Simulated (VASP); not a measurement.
**BN in VASP 6.6.1, single-point calculation**

INCAR

```
LREAL = .FALSE.
ISMEAR = 0
ISPIN = 2
LCHARG = .FALSE.
LASPH = .TRUE.
LWAVE = .FALSE.
ENCUT = 520
NSW = 0
IBRION = -1
MAGMOM = 1 1
EDIFF = 0.0001
ALGO = Normal
NBANDS = 11
PREC = Accurate
ISIF = 2
SIGMA = 0.01
NELM = 120
METAGGA = R2SCAN
```

KPOINTS

```
KPOINTS created by Atomic Simulation Environment
0
Gamma
12 12 12
0 0 0
```

POSCAR

```
B  N
 1.0000000000000000
    -0.0138861666000000    1.8089875530999999    1.8089875530999999
     1.8089875530999999   -0.0138861666000000    1.8089875530999999
     1.8089875530999999    1.8089875530999999   -0.0138861666000000
 B   N
   1   1
Cartesian
  0.0000000000000000  0.0000000000000000  0.0000000000000000
  0.9010222349000001  0.9010222349000001  0.9010222349000002
```

The recommended PBE PAW datasets give the neutral cell 8 valence electrons.

Command

```
mpirun -np 1 vasp_std
```

OSZICAR

```
N       E                     dE             d eps       ncg     rms          rms(c)
DAV:   1     0.861371626602E+01    0.86137E+01   -0.51835E+03  8559   0.749E+02
DAV:   2    -0.205921483231E+02   -0.29206E+02   -0.28386E+02  9938   0.170E+02
DAV:   3    -0.211427746394E+02   -0.55063E+00   -0.54970E+00  9813   0.197E+01
DAV:   4    -0.211434931758E+02   -0.71854E-03   -0.71853E-03  8871   0.794E-01
DAV:   5    -0.211434938900E+02   -0.71418E-06   -0.71418E-06  9232   0.247E-02    0.956E+00
DAV:   6    -0.188388555878E+02    0.23046E+01   -0.19680E+00  8357   0.826E+00    0.465E+00
DAV:   7    -0.190245556935E+02   -0.18570E+00   -0.37525E-01  8337   0.453E+00    0.315E+00
DAV:   8    -0.191608651324E+02   -0.13631E+00   -0.34737E-02  8418   0.172E+00    0.134E+00
DAV:   9    -0.191642342206E+02   -0.33691E-02   -0.17163E-02  9273   0.977E-01    0.539E-01
DAV:  10    -0.191657610370E+02   -0.15268E-02   -0.14262E-03  9042   0.352E-01    0.757E-02
DAV:  11    -0.191658031894E+02   -0.42152E-04   -0.36002E-04  9180   0.151E-01
   1 F= -.19165803E+02 E0= -.19165803E+02  d E =0.000000E+00  mag=     0.0022
```

It converged. Results: pressure -6.1 GPa; magnetic moment of the cell 0.00 μB.

For comparison, a separate r²SCAN run of the intended cell, on usual settings and not on those above, gives a gap of 4.93 eV on its mesh and a pressure of -5.8 GPa.

The run above took about 1.8 min on one core of a shared host (Intel Xeon Platinum 8488C) and held 0.16 GiB at most.
